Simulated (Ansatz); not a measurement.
**P: energy along a strain**

P, Pm-3m, a = 2.407 Å. This isn't the element's structure at ambient conditions. Ansatz: PBE+D3(BJ), PAW, 420 eV, Γ-centred 24×24×24 mesh on 1 atom, Gaussian smearing 0.15 eV; no spin polarisation. Cell vectors (Å): 2.407 0.000 0.000; 0.000 2.407 0.000; 0.000 0.000 2.407. The cell is strained by x per cent times the pattern (0 0 0 0 1 0) in the order xx yy zz yz xz xy (engineering shears), with fractional coordinates held. y is the free energy over the start, V0 = 13.950 Å³/atom. Symmetry makes y even in x.

| x (%) | y (meV/atom) |
| --- | --- |
| -6.00 | ? |
| -3.00 | 2.40 |
| 0.00 | 0.00 |
| 1.50 | 0.59 |
| 2.25 | 1.34 |
| 3.75 | 3.80 |
| 4.50 | 5.57 |
| 5.25 | 7.74 |

**Question.** Fit y = c2 x² + c4 x⁴ to the other rows, get the stiffness along the pattern, and predict the missing energy.

**Answer.** Least squares on the rows shown. y = 0.2597 x² + 0.0007642 x⁴. The clamped-ion stiffness p·C·p = 2 × 2.597 eV × 160.2 / 13.950 Å³ = 60 GPa, which is C55 in these axes (C44 of the cubic crystal). At x = -6.00 the fit asked for gives 10.34 meV/atom. The run gave 10.29 meV/atom, so the fit is 0.05 meV/atom too high, a small miss on the scale of the series.

Cost: 8 runs of about 2.4 core-minutes in all, on Intel Xeon Platinum 8488C (Sapphire Rapids) (shared hosts).